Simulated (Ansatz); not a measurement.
# TaH5: one candidate of a structure search, part 3 of 3

Where does this trial cell of TaH5 go when cell and atoms are let free?

Ansatz 0.2.0; DFT PBE, scalar-relativistic, plane waves, PAW.

## Step 4: Relaxation on the finer mesh

The end of the coarse run is made exact in the group found at a tolerance of 0.06 Å and reduced to its primitive cell.

input.yaml

```yaml
crystal:
  lattice:
    - [3.4524051803, 0.0, 0.0]
    - [-1.7262025901, 2.9898705903, 0.0]
    - [0.0, 0.0, 2.9483328754]
  atoms:
    - { symbol: Ta, position: [0.0, 0.0, 0.0] }
    - { symbol: H, position: [0.5, 0.0, 0.5] }
    - { symbol: H, position: [0.5, 0.5, 0.5] }
    - { symbol: H, position: [0.0, 0.5, 0.5] }
    - { symbol: H, position: [0.3333333333, 0.6666666667, 0.0] }
    - { symbol: H, position: [0.6666666667, 0.3333333333, 0.0] }
basis:
  ecutwfc: 420
kpoints:
  mp_grid: { grid: [12, 12, 12] }
hamiltonian:
  xc: pbe
scf:
  occupations: { method: gaussian, width: 0.1 }
output:
  forces: true
  stress: true
  eigenvalues: true
relax:
  adjacent_minimum: "off"
  f_tol: 0.01
  max_steps: 80
  cell: { stress_tol: 0.05 }
```

Started as:

```sh
$ ansatz run input.yaml --threads 1 --pin off --max-ram 2048MiB --backend cpu --events-out ev --progress --plain --runs-dir out
```

The log of the run:

```text
Warning: RAYON_NUM_THREADS=1 ignored (pool sized by the plan → 1); use --threads N
Engine: ansatz 0.2.0, x86_64-unknown-linux-gnu
Pseudopotentials: kind: paw
Pseudopotential: Ta, paw, valence charge 13, recommended cutoff 420 eV (normal), Ta.paw.azcp
Pseudopotential: H, paw, valence charge 1, recommended cutoff 420 eV (normal), H.paw.azcp
Functional definition: PBE
  parameter kappa = 0.804
  parameter beta = 0.06672455060314922
  exchange = pbe_x(kappa = kappa, mu = beta*pi^2/3)
  correlation = pbe_c(beta = beta)
Crystal: 6 atoms, lattice volume = 30.433 Å³
Basis set: ecut = 420 eV, 573 PW (Γ), exchange–correlation on 48×48×40 points (8 copies of the dense FFT grid, shifted against one another)
Bands: 15, of which v1, the nominal top of the filled ones, is band 9 counted from 1 (8 counted from 0)
Symmetry: 24 space group operations
Space group: P6/mmm (ITA 191), of the structure as read, at distance tolerance 3.1e-5 Å
k-points: 133 of 1728
Non-local potential: Ta, projectors of the file, l = 0: 3, l = 1: 2, l = 2: 2, l = 3: 1
Non-local potential: H, projectors of the file, l = 0: 2, l = 1: 1
PAW form: soft (Blöchl's): semilocal exchange-correlation on the pseudo side does not see the compensation charge
PAW one-centre angular grid: Ta, 590 points (default); XC on 64 Gauss nodes
PAW one-centre angular grid: H, 110 points (default); XC on 64 Gauss nodes
Initial density: superposition of atomic densities (neutral atoms: chi_scale 0, normalization atom), corrected by the library's trained network
Initial wavefunctions: pseudopotential atomic-orbital guess
Functional: x = pbe(κ = 0.804, μ = 0.2195149727645171), c = pbe(β = 0.06672455060314922)
SCF iter   1: F=—  HF=-10009.077748 eV  |F-HF|=—  |Δ(HF+E_count)|=         —  Δρ=2.82e-2  dr2=4.02e-1  ethr=1.77e-3  ⟨swp⟩=5.4  Hψ=9943  notcnv=0  defer=1
preconditioner: auto → none  [metal: Δε(μ)=0.070 eV  Ē_g=10.043 eV  σ=0.100 eV  W_gap=0.36  n_scr=8 (ndim 8)  ℏωp=21.3 eV  f_vac=0.000  D(μ)=0.57/eV (n_scr^D=0)  sad-step TF]
SCF iter   2: F=—  HF=-10009.031653 eV  |F-HF|=—  |Δ(HF+E_count)|=   4.61e-2  Δρ=2.13e-2  dr2=2.30e-1  ethr=1.77e-3  ⟨swp⟩=1.0  Hψ=3059  notcnv=0  defer=2
SCF iter   3: F=—  HF=-10008.972587 eV  |F-HF|=—  |Δ(HF+E_count)|=   5.91e-2  Δρ=6.47e-3  dr2=2.06e-2  ethr=1.28e-3  ⟨swp⟩=2.1  Hψ=2590  notcnv=0  defer=3
SCF iter   4: F=—  HF=-10008.966373 eV  |F-HF|=—  |Δ(HF+E_count)|=   6.21e-3  Δρ=3.97e-4  dr2=4.44e-5  ethr=1.14e-4  ⟨swp⟩=1.7  Hψ=2098  notcnv=0  defer=7
SCF iter   5: F=—  HF=-10008.966388 eV  |F-HF|=—  |Δ(HF+E_count)|=   1.50e-5  Δρ=6.32e-5  dr2=7.07e-7  ethr=2.47e-7  ⟨swp⟩=2.6  Hψ=3182  notcnv=0  defer=102
SCF iter   6: F=-10008.966388 eV  HF=-10008.966388 eV  |F-HF|=1.53e-8  |Δ(HF+E_count)|=   3.06e-8  Δρ=1.53e-5  dr2=2.55e-8  ethr=5.56e-10  ⟨swp⟩=8.8  Hψ=9810  notcnv=0
SCF 1 converged in 6 iterations: F = -10008.966388 eV  dr2 = 2.55e-8
relax step   1: F+E_penalty+E_count = -10008.96638823 eV  Δ(F+E_penalty+E_count) = +0.000e0 eV  max|allowed force component| = 9.095e-19 eV/Å  Δτ_max = 0.0000 Å  P = +0.019 GPa  Ω = 30.433 Å³  (6 SCF iters, dr2 threshold 1.00e-7 eV, accepted)
Crystal: 6 atoms, lattice volume = 30.943 Å³
Basis set: ecut = 420 eV, 611 PW (Γ), exchange–correlation on 48×48×40 points (8 copies of the dense FFT grid, shifted against one another)
Initial density: handed on by an earlier stage of this run
Initial wavefunctions: those handed on with the density
iter 1 solved again at ethr=1.87e-4 eV; its pass at ethr=3.10e-3 eV (dr2=3.37e-2 eV) is discarded
SCF iter   1: F=—  HF=-10008.955924 eV  |F-HF|=—  |Δ(HF+E_count)|=         —  Δρ=9.45e-3  dr2=3.45e-2  ethr=1.87e-4  ⟨swp⟩=1.0  Hψ=12525  notcnv=0
preconditioner: auto → none  [metal: Δε(μ)=0.025 eV  Ē_g=9.815 eV  σ=0.100 eV  W_gap=0.14  n_scr=8 (ndim 8)  ℏωp=21.1 eV  f_vac=0.000  D(μ)=0.96/eV (n_scr^D=8)]
SCF iter   2: F=—  HF=-10008.944132 eV  |F-HF|=—  |Δ(HF+E_count)|=   1.18e-2  Δρ=3.33e-3  dr2=2.86e-3  ethr=1.87e-4  ⟨swp⟩=1.5  Hψ=2305  notcnv=0
SCF iter   3: F=—  HF=-10008.943443 eV  |F-HF|=—  |Δ(HF+E_count)|=   6.90e-4  Δρ=8.41e-4  dr2=1.05e-4  ethr=1.59e-5  ⟨swp⟩=2.1  Hψ=2670  notcnv=0
SCF iter   4: F=—  HF=-10008.943420 eV  |F-HF|=—  |Δ(HF+E_count)|=   2.22e-5  Δρ=5.01e-5  dr2=7.77e-7  ethr=5.81e-7  ⟨swp⟩=1.6  Hψ=2317  notcnv=0
iter 5 did not close the SCF: its close was put off for the readings that it lacked (scf_convergence_deferred on its scf_iter line)
SCF iter   5: F=-10008.943420 eV  HF=-10008.943420 eV  |F-HF|=4.97e-9  |Δ(HF+E_count)|=   9.44e-8  Δρ=7.93e-6  dr2=7.67e-9  ethr=4.32e-9  ⟨swp⟩=2.5  Hψ=3145  notcnv=0
SCF iter   6: F=-10008.943420 eV  HF=-10008.943420 eV  |F-HF|=6.73e-11  |Δ(HF+E_count)|=   6.57e-9  Δρ=1.40e-6  dr2=4.12e-10  ethr=4.26e-11  ⟨swp⟩=1.3  Hψ=5498  notcnv=0
the search or the solves at the SCF's close seem to have found levels that the self-consistency loop had missed (the run counts 2). By its estimate they hold under 1e-12 electrons; where the run keeps them, the occupations were computed again with them
SCF 2 converged in 6 iterations: F = -10008.943420 eV  dr2 = 4.12e-10
relax step   2: F+E_penalty+E_count = -10008.94342032 eV  Δ(F+E_penalty+E_count) = +2.297e-2 eV  max|allowed force component| = 8.674e-19 eV/Å  Δτ_max = 0.0000 Å  P = -1.749 GPa  Ω = 30.943 Å³  energy of the carried Pulay correction = -6.251e-4 eV  (6 SCF iters, dr2 threshold 6.00e-7 eV, rejected (line search))
Crystal: 6 atoms, lattice volume = 30.541 Å³
Basis set: ecut = 420 eV, 587 PW (Γ), exchange–correlation on 48×48×40 points (8 copies of the dense FFT grid, shifted against one another)
iter 1 solved again at ethr=4.91e-5 eV; its pass at ethr=3.10e-3 eV (dr2=8.84e-3 eV) is discarded
SCF iter   1: F=—  HF=-10008.980159 eV  |F-HF|=—  |Δ(HF+E_count)|=         —  Δρ=4.94e-3  dr2=9.15e-3  ethr=4.91e-5  ⟨swp⟩=1.0  Hψ=12243  notcnv=0
preconditioner: auto → none  [metal: Δε(μ)=0.041 eV  Ē_g=9.868 eV  σ=0.100 eV  W_gap=0.23  n_scr=8 (ndim 8)  ℏωp=21.2 eV  f_vac=0.000  D(μ)=0.62/eV (n_scr^D=0)]
SCF iter   2: F=—  HF=-10008.976956 eV  |F-HF|=—  |Δ(HF+E_count)|=   3.20e-3  Δρ=1.72e-3  dr2=7.48e-4  ethr=4.91e-5  ⟨swp⟩=1.7  Hψ=2394  notcnv=0
SCF iter   3: F=—  HF=-10008.976770 eV  |F-HF|=—  |Δ(HF+E_count)|=   1.86e-4  Δρ=4.24e-4  dr2=2.56e-5  ethr=4.15e-6  ⟨swp⟩=2.3  Hψ=2940  notcnv=0
SCF iter   4: F=—  HF=-10008.976766 eV  |F-HF|=—  |Δ(HF+E_count)|=   3.86e-6  Δρ=2.66e-5  dr2=1.86e-7  ethr=1.42e-7  ⟨swp⟩=2.1  Hψ=2556  notcnv=0
SCF iter   5: F=—  HF=-10008.976766 eV  |F-HF|=—  |Δ(HF+E_count)|=   2.89e-7  Δρ=4.35e-6  dr2=1.35e-9  ethr=1.03e-9  ⟨swp⟩=2.5  Hψ=3170  notcnv=0
SCF iter   6: F=-10008.976766 eV  HF=-10008.976766 eV  |F-HF|=2.91e-11  |Δ(HF+E_count)|=   2.35e-9  Δρ=5.33e-7  dr2=2.04e-11  ethr=1.00e-12  ⟨swp⟩=4.7  Hψ=6567  notcnv=0
the search or the solves at the SCF's close seem to have found levels that the self-consistency loop had missed (the run counts 3). By its estimate they hold under 1e-12 electrons; where the run keeps them, the occupations were computed again with them
SCF 3 converged in 6 iterations: F = -10008.976766 eV  dr2 = 2.04e-11
relax step   3: F+E_penalty+E_count = -10008.97676595 eV  Δ(F+E_penalty+E_count) = -1.038e-2 eV  max|allowed force component| = 5.240e-19 eV/Å  Δτ_max = 0.0000 Å  P = -0.277 GPa  Ω = 30.541 Å³  energy of the carried Pulay correction = -3.298e-5 eV  (6 SCF iters, accepted)
Crystal: 6 atoms, lattice volume = 30.486 Å³
Basis set: ecut = 420 eV, 575 PW (Γ), exchange–correlation on 48×48×40 points (8 copies of the dense FFT grid, shifted against one another)
iter 1 solved again at ethr=8.81e-7 eV; its pass at ethr=3.10e-3 eV (dr2=1.59e-4 eV) is discarded
SCF iter   1: F=—  HF=-10008.977491 eV  |F-HF|=—  |Δ(HF+E_count)|=         —  Δρ=7.85e-4  dr2=2.37e-4  ethr=8.81e-7  ⟨swp⟩=2.0  Hψ=11535  notcnv=0
preconditioner: auto → none  [metal: Δε(μ)=0.015 eV  Ē_g=9.885 eV  σ=0.100 eV  W_gap=0.08  n_scr=8 (ndim 8)  ℏωp=21.3 eV  f_vac=0.000  D(μ)=0.65/eV (n_scr^D=0)]
SCF iter   2: F=—  HF=-10008.977408 eV  |F-HF|=—  |Δ(HF+E_count)|=   8.26e-5  Δρ=2.71e-4  dr2=1.92e-5  ethr=8.81e-7  ⟨swp⟩=2.6  Hψ=2903  notcnv=0
SCF iter   3: F=—  HF=-10008.977403 eV  |F-HF|=—  |Δ(HF+E_count)|=   5.18e-6  Δρ=6.94e-5  dr2=7.47e-7  ethr=1.07e-7  ⟨swp⟩=2.1  Hψ=2586  notcnv=0
iter 4 did not close the SCF: its close was put off for the readings that it lacked (scf_convergence_deferred on its scf_iter line)
SCF iter   4: F=-10008.977403 eV  HF=-10008.977403 eV  |F-HF|=5.62e-10  |Δ(HF+E_count)|=   4.33e-9  Δρ=3.15e-6  dr2=2.32e-9  ethr=4.15e-9  ⟨swp⟩=1.9  Hψ=2415  notcnv=0
iter 5 did not close the SCF: its close was put off for the readings that it lacked (scf_convergence_deferred on its scf_iter line)
SCF iter   5: F=-10008.977403 eV  HF=-10008.977403 eV  |F-HF|=2.91e-11  |Δ(HF+E_count)|=  1.49e-10  Δρ=6.15e-7  dr2=4.36e-11  ethr=1.29e-11  ⟨swp⟩=2.3  Hψ=2962  notcnv=0
SCF iter   6: F=-10008.977403 eV  HF=-10008.977403 eV  |F-HF|=5.46e-12  |Δ(HF+E_count)|=  3.82e-11  Δρ=9.52e-8  dr2=2.00e-12  ethr=1.00e-12  ⟨swp⟩=1.0  Hψ=4525  notcnv=0
SCF 4 converged in 6 iterations: F = -10008.977403 eV  dr2 = 2.00e-12
relax step   4: F+E_penalty+E_count = -10008.97740281 eV  Δ(F+E_penalty+E_count) = -6.369e-4 eV  max|allowed force component| = 8.674e-19 eV/Å  Δτ_max = 0.0000 Å  P = -0.032 GPa  Ω = 30.486 Å³  energy of the carried Pulay correction = +4.781e-5 eV  (6 SCF iters, dr2 threshold 6.00e-7 eV, accepted)
Crystal: 6 atoms, lattice volume = 30.482 Å³
iter 1 solved again at ethr=5.81e-9 eV; its pass at ethr=3.10e-3 eV (dr2=1.05e-6 eV) is discarded
SCF iter   1: F=—  HF=-10008.977420 eV  |F-HF|=—  |Δ(HF+E_count)|=         —  Δρ=6.28e-5  dr2=1.33e-6  ethr=5.81e-9  ⟨swp⟩=2.0  Hψ=11122  notcnv=0
preconditioner: auto → none  [metal: Δε(μ)=0.013 eV  Ē_g=9.889 eV  σ=0.100 eV  W_gap=0.07  n_scr=8 (ndim 8)  ℏωp=21.3 eV  f_vac=0.000  D(μ)=0.66/eV (n_scr^D=0)]
SCF iter   2: F=—  HF=-10008.977417 eV  |F-HF|=—  |Δ(HF+E_count)|=   2.34e-6  Δρ=2.58e-5  dr2=1.65e-7  ethr=5.81e-9  ⟨swp⟩=2.1  Hψ=2793  notcnv=0
iter 3 did not close the SCF: its close was put off for the readings that it lacked (scf_convergence_deferred on its scf_iter line)
SCF iter   3: F=-10008.977417 eV  HF=-10008.977417 eV  |F-HF|=3.60e-9  |Δ(HF+E_count)|=   3.92e-8  Δρ=6.48e-6  dr2=8.58e-9  ethr=9.18e-10  ⟨swp⟩=1.5  Hψ=2282  notcnv=0
iter 4 did not close the SCF: its close was put off for the readings that it lacked (scf_convergence_deferred on its scf_iter line)
SCF iter   4: F=-10008.977417 eV  HF=-10008.977417 eV  |F-HF|=1.82e-12  |Δ(HF+E_count)|=   1.30e-9  Δρ=4.22e-7  dr2=4.29e-11  ethr=4.77e-11  ⟨swp⟩=1.4  Hψ=2183  notcnv=0
iter 5 did not close the SCF: its close was put off for the readings that it lacked (scf_convergence_deferred on its scf_iter line)
SCF iter   5: F=-10008.977417 eV  HF=-10008.977417 eV  |F-HF|=9.09e-12  |Δ(HF+E_count)|=  1.82e-11  Δρ=5.93e-8  dr2=4.91e-13  ethr=1.00e-12  ⟨swp⟩=1.3  Hψ=2096  notcnv=0
SCF iter   6: F=-10008.977417 eV  HF=-10008.977417 eV  |F-HF|=5.46e-12  |Δ(HF+E_count)|=  7.28e-12  Δρ=7.30e-9  dr2=8.57e-15  ethr=1.00e-12  ⟨swp⟩=1.1  Hψ=4537  notcnv=0
SCF 5 converged in 6 iterations: F = -10008.977417 eV  dr2 = 8.57e-15
relax step   5: F+E_penalty+E_count = -10008.97741745 eV  Δ(F+E_penalty+E_count) = -1.464e-5 eV  max|allowed force component| = 1.012e-18 eV/Å  Δτ_max = 0.0000 Å  P = +0.002 GPa  Ω = 30.482 Å³  energy of the carried Pulay correction = +5.993e-5 eV  (6 SCF iters, dr2 threshold 1.11e-8 eV, accepted)
Basis set: ecut = 420 eV, 575 PW (Γ), exchange–correlation on 48×48×48 points (8 copies of the dense FFT grid, shifted against one another)
Initial wavefunctions: pseudopotential atomic-orbital guess (no wavefunctions were taken with the density)
iter 1 solved again at ethr=5.88e-8 eV; its pass at ethr=3.10e-3 eV (dr2=1.06e-5 eV) is discarded
SCF iter   1: F=—  HF=-10008.977444 eV  |F-HF|=—  |Δ(HF+E_count)|=         —  Δρ=8.67e-5  dr2=1.56e-7  ethr=5.88e-8  ⟨swp⟩=2.9  Hψ=14893  notcnv=0
preconditioner: auto → none  [metal: Δε(μ)=0.013 eV  Ē_g=9.888 eV  σ=0.100 eV  W_gap=0.07  n_scr=8 (ndim 8)  ℏωp=21.3 eV  f_vac=0.000  D(μ)=0.66/eV (n_scr^D=0)]
SCF iter   2: F=—  HF=-10008.977450 eV  |F-HF|=—  |Δ(HF+E_count)|=   6.07e-6  Δρ=4.39e-5  dr2=4.02e-8  ethr=8.64e-10  ⟨swp⟩=2.4  Hψ=2777  notcnv=0
SCF iter   3: F=—  HF=-10008.977451 eV  |F-HF|=—  |Δ(HF+E_count)|=   7.42e-7  Δρ=7.19e-7  dr2=1.29e-10  ethr=2.24e-10  ⟨swp⟩=2.0  Hψ=2656  notcnv=0
iter 4 did not close the SCF: its close was put off for the readings that it lacked (scf_convergence_deferred on its scf_iter line)
SCF iter   4: F=-10008.977451 eV  HF=-10008.977451 eV  |F-HF|=0.00e0  |Δ(HF+E_count)|=  4.37e-11  Δρ=2.43e-7  dr2=9.76e-12  ethr=1.00e-12  ⟨swp⟩=2.6  Hψ=3030  notcnv=0
iter 5 did not close the SCF: its close was put off for the readings that it lacked (scf_convergence_deferred on its scf_iter line)
SCF iter   5: F=-10008.977451 eV  HF=-10008.977451 eV  |F-HF|=7.28e-12  |Δ(HF+E_count)|=  5.46e-12  Δρ=3.56e-8  dr2=3.70e-13  ethr=1.00e-12  ⟨swp⟩=1.0  Hψ=1995  notcnv=0
iter 6 did not close the SCF: its close was put off for the readings that it lacked (scf_convergence_deferred on its scf_iter line)
SCF iter   6: F=-10008.977451 eV  HF=-10008.977451 eV  |F-HF|=3.64e-12  |Δ(HF+E_count)|=  1.82e-12  Δρ=7.15e-9  dr2=1.31e-14  ethr=1.00e-12  ⟨swp⟩=1.0  Hψ=1995  notcnv=0
iter 7 did not close the SCF: its close was put off for the readings that it lacked (scf_convergence_deferred on its scf_iter line)
SCF iter   7: F=-10008.977451 eV  HF=-10008.977451 eV  |F-HF|=1.82e-12  |Δ(HF+E_count)|=    0.00e0  Δρ=1.26e-9  dr2=2.63e-16  ethr=1.00e-12  ⟨swp⟩=1.0  Hψ=1995  notcnv=0
SCF iter   8: F=-10008.977451 eV  HF=-10008.977451 eV  |F-HF|=3.64e-12  |Δ(HF+E_count)|=    0.00e0  Δρ=2.82e-10  dr2=2.46e-17  ethr=1.00e-12  ⟨swp⟩=1.0  Hψ=4522  notcnv=0
SCF 6 converged in 8 iterations: F = -10008.977451 eV  dr2 = 2.46e-17
relax step   6: F+E_penalty+E_count = -10008.97745064 eV  Δ(F+E_penalty+E_count) = -3.319e-5 eV  max|allowed force component| = 8.553e-19 eV/Å  Δτ_max = 0.0000 Å  P = -0.001 GPa  Ω = 30.482 Å³  stress off target by 3.40e-2 GPa  SCF on the basis re-selected at this cell (its energy is not comparable with the rows above)  (8 SCF iters)
basis re-selected at this cell: Δ(F+E_penalty+E_count) = -3.319e-5 eV, ΔP = -0.003 GPa vs the last step (what re-selecting the basis moved, of the pressure what is left beyond the Pulay correction that the steps carried, after the strain that the cell walked since its last selection, with what the two solves' SCF thresholds leave and, on support functions, any second-order correction that the steps lacked; it is no measure of the basis error at this ecutwfc). The dense FFT grid was sized anew with the basis: this SCF ran on 24×24×24 points, the steps before it on 24×24×20, so part of this shift can come from that change (see relax.cell in the input reference). This SCF's stress stands 3.40e-2 GPa from its target on what of the cell is left free (relax.cell.stress_tol is 5.00e-2 GPa) and its largest allowed force component is 8.55e-19 eV/Å (relax.f_tol is 1.00e-2 eV/Å): within both
SCF converged after 8 iterations
Free energy (F): -10008.977451 eV
Harris-Foulkes:  -10008.977451 eV  (|F-HF|=3.64e-12)
Internal energy: -10008.974132 eV  (E = F + TS)
E sigma→0 (E₀):  -10008.975791 eV
Entropy (-TS):   -0.003318 eV (-0.553 meV/atom)
Fermi energy:    13.815012 eV
--- Per-component energies (eV) ---
  E_band       = -156.960276
  E_kinetic    = 434.667171
  E_local      = -704.882944  (includes V_loc(G=0)·N_el)
  E_nonlocal   = 20.643740
  E_hartree    = 236.427881
  E_xc         = -264.779638
  E_vxc        = -264.351345  (∫ρ·V_xc dr)
  E_paw        = -8398.778185  (= ΣΔE_a)
  E_vpaw       = -115.886762  (= ΣTr[D̂ρ^β])
  E_aug_tail   = -0.005897  (compensation charges beyond the density's cutoff)
  E_ewald      = -1332.266260
  E_smearing   = -0.003318  (= −TS)
  E_closure    = 0.000000  (closes the sum)
  Σ components = -10008.977451   (vs F -10008.977451, Δ=0.00e0)
--- Forces (eV/Å), atoms counted from 1 ---
  atom   1  Ta     0.00000000     0.00000000     0.00000000
  atom   2  H     -0.00000000    -0.00000000     0.00000000
  atom   3  H     -0.00000000     0.00000000     0.00000000
  atom   4  H     -0.00000000     0.00000000     0.00000000
  atom   5  H     -0.00000000    -0.00000000     0.00000000
  atom   6  H      0.00000000     0.00000000     0.00000000
  max |Σ_I F_I| component: 7.23e-20 eV/Å
--- Stress (GPa, compression-positive) ---
       -0.017974      -0.000000       0.000000
       -0.000000      -0.017974       0.000000
        0.000000       0.000000       0.034049
  P = ⅓ Tr σ = -0.0006 GPa (-0.006 kbar)
--- Band table (eV; the first three rows and the last of 133) ---
  k-point 0: bands = ["-55.0430", "-21.5181", "-21.5181", "-21.1909", "-0.3300", "8.4700", "10.1866", "10.1866", "12.2218", "16.4308", "16.4308", "18.6219", "20.2325", "20.2325", "20.6297"]
  k-point 1: bands = ["-55.0412", "-21.5146", "-21.5146", "-21.2287", "-0.1985", "8.4169", "10.2816", "10.2816", "12.2828", "16.0651", "16.0651", "17.5865", "19.9147", "19.9147", "22.1613"]
  k-point 2: bands = ["-55.0361", "-21.5052", "-21.5052", "-21.3307", "0.1876", "8.1412", "10.5632", "10.5632", "12.4564", "15.2661", "15.2661", "16.6491", "19.0765", "19.0765", "24.6709"]
  k-point 132: bands = ["-55.0038", "-21.6784", "-21.6394", "-21.6394", "6.1316", "6.1316", "7.4862", "7.4862", "12.7074", "15.1925", "18.5312", "18.5312", "18.6491", "18.6491", "20.5401"]
--- Relaxed structure (5 steps of the walk, 4 accepted, 1 SCFs on fresh bases) ---
  F+E_penalty+E_count = -10008.97745064 eV   max|allowed force component| = 8.553e-19 eV/Å   (the final SCF, on the basis selected at the relaxed cell)
  cell:  # Å, volume = 30.4816 Å³
    - [3.4278169417085524, -2.86620472502529e-11, 0.0]
    - [-1.7139084708294545, 2.9685765510566196, 0.0]
    - [0.0, 0.0, 2.9955151348252547]
  atoms:
    - { symbol: Ta, position: [3.867661787727224e-35, 3.0865597818404526e-35, 0.0] }
    - { symbol: H, position: [0.5000000000000001, 0.0, 0.5] }
    - { symbol: H, position: [0.5, 0.5, 0.5] }
    - { symbol: H, position: [-5.551115123125783e-17, 0.5000000000000001, 0.5] }
    - { symbol: H, position: [0.33333333333333326, 0.6666666666666667, 0.0] }
    - { symbol: H, position: [0.6666666666666669, 0.33333333333333337, 0.0] }
```

Wall time 11 s (1 thread of Intel Xeon Platinum 8559C (Emerald Rapids), shared host); peak memory 0.41 GiB.

The steps of the relaxation:

| step | energy from step 1 (eV/cell) | largest force component (eV/Å) | pressure (GPa) | volume (Å³) |
| --- | --- | --- | --- | --- |
| 1 | 0.0000 | 0.0000 | 0.02 | 30.43 |
| 2 | 0.0230 | 0.0000 | -1.75 | 30.94 |
| 3 | -0.0104 | 0.0000 | -0.28 | 30.54 |
| 4 | -0.0110 | 0.0000 | -0.03 | 30.49 |
| 5 | -0.0110 | 0.0000 | 0.00 | 30.48 |
| 6 | -0.0111 | 0.0000 | 0.00 | 30.48 |

Step 1 is the start. Step 6 repeats the geometry before it on a plane-wave basis chosen anew for that cell, so its energy need not be comparable with the rows above. Step 2 was tried and not accepted.

|  | before | after | change |
| --- | --- | --- | --- |
| a (Å) | 3.452 | 3.428 | -0.7 % |
| b (Å) | 3.452 | 3.428 | -0.7 % |
| c (Å) | 2.948 | 2.996 | +1.6 % |
| volume (Å³/atom) | 5.07 | 5.08 | +0.2 % |
| shortest distance (Å) | 1.726 | 1.714 | -0.7 % |
| space group (0.01 Å) | P6/mmm | P6/mmm | same |

Forces and stress were held to the start's 24 operations: a distortion of lower symmetry was not tested.

## Step 5: Changed: mp_grid.grid [18, 18, 18], occupations.width 0.025

input.yaml

```yaml
crystal:
  lattice:
    - [3.4278169417, 0.0, 0.0]
    - [-1.7139084708, 2.9685765511, 0.0]
    - [0.0, 0.0, 2.9955151348]
  atoms:
    - { symbol: Ta, position: [0.0, 0.0, 0.0] }
    - { symbol: H, position: [0.5, 0.0, 0.5] }
    - { symbol: H, position: [0.5, 0.5, 0.5] }
    - { symbol: H, position: [0.0, 0.5, 0.5] }
    - { symbol: H, position: [0.3333333333, 0.6666666667, 0.0] }
    - { symbol: H, position: [0.6666666667, 0.3333333333, 0.0] }
basis:
  ecutwfc: 420
kpoints:
  mp_grid: { grid: [18, 18, 18] }
hamiltonian:
  xc: pbe
scf:
  occupations: { method: gaussian, width: 0.025 }
output:
  forces: true
  eigenvalues: true
  stress: true
```

Started as:

```sh
$ ansatz run input.yaml --threads 1 --pin off --max-ram 2048MiB --backend cpu --events-out ev --progress --plain --runs-dir out
```

The log of the run, cut to the lines that bear on the results:

```text
Warning: RAYON_NUM_THREADS=1 ignored (pool sized by the plan → 1); use --threads N
[...]
[... 4 set-up lines as earlier in the session ...]
[...]
Crystal: 6 atoms, lattice volume = 30.482 Å³
[...]
  atom   6  H      0.00000000    -0.00000000     0.00000000
[...]
--- Stress (GPa, compression-positive) ---
       -0.471005      -0.000000       0.000000
       -0.000000      -0.471005       0.000000
        0.000000       0.000000       1.136545
  P = ⅓ Tr σ = 0.0648 GPa (0.648 kbar)
--- Band table (eV; the first three rows and the last of 370) ---
  k-point 0: bands = ["-55.0378", "-21.5135", "-21.5135", "-21.1861", "-0.3308", "8.4702", "10.1874", "10.1874", "12.2181", "16.4339", "16.4339", "18.6224", "20.2342", "20.2342", "20.6294"]
[...]
```

It took 4.3 s on 1 thread of Intel Xeon Platinum 8559C (Emerald Rapids), shared host; peak memory 0.47 GiB.

```
    run     ending        energy change  pressure (GPa)  gap (eV)  force (eV/Å)  cycles   time
 step 4  converged                    0             0.0      0.00          0.00       -   11 s
variant  converged  +1.6 meV/atom (σ→0)             0.1      0.00          0.00       6  4.3 s
```

Changing the k-point mesh and smearing moves the energy by +1.6 meV/atom (σ→0 values). More than one kind of setting changed, and this run alone doesn't tell their shares apart.

## Step 6: Summary of results

The summary covers parts 1 to 3. Changes of volume or cell count from the first structure of part 1.

| quantity | value |
| --- | --- |
| symmetry at the end (tolerance 0.05 Å) | space group P6/mmm (No. 191) |
| conventional cell | a = 3.428 Å, b = 3.428 Å, c = 2.996 Å, α = 90.00°, β = 90.00°, γ = 120.00° |
| volume | 5.08 Å³/atom |
| energy over the elements (uncorrected; H, N, O, F and Cl as molecules) | +0.44 eV/atom |
| gap on the mesh | none (metal) |

The space group P6/mmm (No. 191) is kept, and the volume per atom shrinks by 39.6 % from the first guess. With a positive formation energy it can't be a ground state. No finished test with a distortion of lower symmetry is shown, so the end may be a saddle point. The runs treat Ta without spin-orbit coupling.
